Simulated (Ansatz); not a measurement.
A (111) slab of relaxed bulk Ag (Fm-3m, 16.66 Å³/atom, gap on the mesh 0.00 eV), 4 planes in a 6×1 cell with the lowest 2 held; added atoms sit on lattice sites of the next plane. A dipole correction is on. The surface energy is the mean of the held and the free face; step energies are per length and the mean of the stripe's two steps, which run along the shortest translation of the plane; step and island energies count from the flat slab and bulk atoms.

Computed with DFT PBEsol, scalar-relativistic, plane waves, PAW (Ansatz).

Cutoff 420 eV, Gaussian smearing of 0.10 eV, energies at zero smearing, symmetry of each start kept, no spin polarisation.

```
            start atoms k mesh surface energy (J/m²) step energy (meV/Å)
        flat slab     24  2×12×1                   0.99                    -
stripe of 2 atoms     26  2×12×1                      -                  103
stripe of 3 atoms     27  2×12×1                      -                  106
```

Zero in every row: gap on the mesh (eV).

Small energy differences in metals hang on the k mesh (about 10 mJ/m² or 1 to 2 meV/atom on the mesh of the relaxation).

Cost: 3 runs of about 110 core-minutes in all, on Arm Neoverse V1 (shared hosts).